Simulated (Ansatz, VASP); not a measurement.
**H11C2NO4: VASP beside Ansatz**

```
O H C N
1.0
     5.91548    0.00000    0.00000
     0.00000    5.91548    0.00000
     0.00000    0.00000    5.91548
O H C N
4 11 2 1
Direct
  0.86746 0.19793 0.06152
  0.63543 0.89792 0.35255
  0.60130 0.27252 0.65840
  0.16730 0.33802 0.39985
  0.77218 0.23896 0.93152
  0.77946 0.08832 0.15018
  0.50295 0.84158 0.26561
  0.72360 0.76271 0.38305
  0.43809 0.29685 0.66141
  0.61778 0.14258 0.55574
  0.05548 0.29980 0.28145
  0.28698 0.41338 0.31475
  0.06059 0.96677 0.65859
  0.08734 0.66901 0.59239
  0.86608 0.76772 0.77541
  0.04263 0.79375 0.72317
  0.18577 0.76274 0.91549
  0.30306 0.73598 0.07077
```

Alike in both runs: functional PBE; dispersion D3(BJ); k mesh 1 × 1 × 1; occupations fermi-dirac, width 0.05 eV; no spin polarisation.

Ansatz relaxed the structure, and its values are those at the end. VASP's run is a single point on that final structure, the one shown.

```csv
,VASP,Ansatz
version,VASP 6.6.1,Ansatz 0.2.0
potentials or method,"VASP PAW PBE potentials, release 64 (O, H, C, N)","scalar-relativistic, plane waves, PAW"
plane-wave cutoff (eV),520,420
valence electrons in the cell,48,48
```

```csv
,VASP,Ansatz,Ansatz less VASP
rms of the force components (eV/Å),0.067,0.080,+0.0124
dispersion energy (meV/atom),-36.1,-36.1,-0.01
```

The functional is the same, so the differences come from potentials, cutoffs and numerics.

Caveats: the standard files for N, O and F lose accuracy on very short bonds.
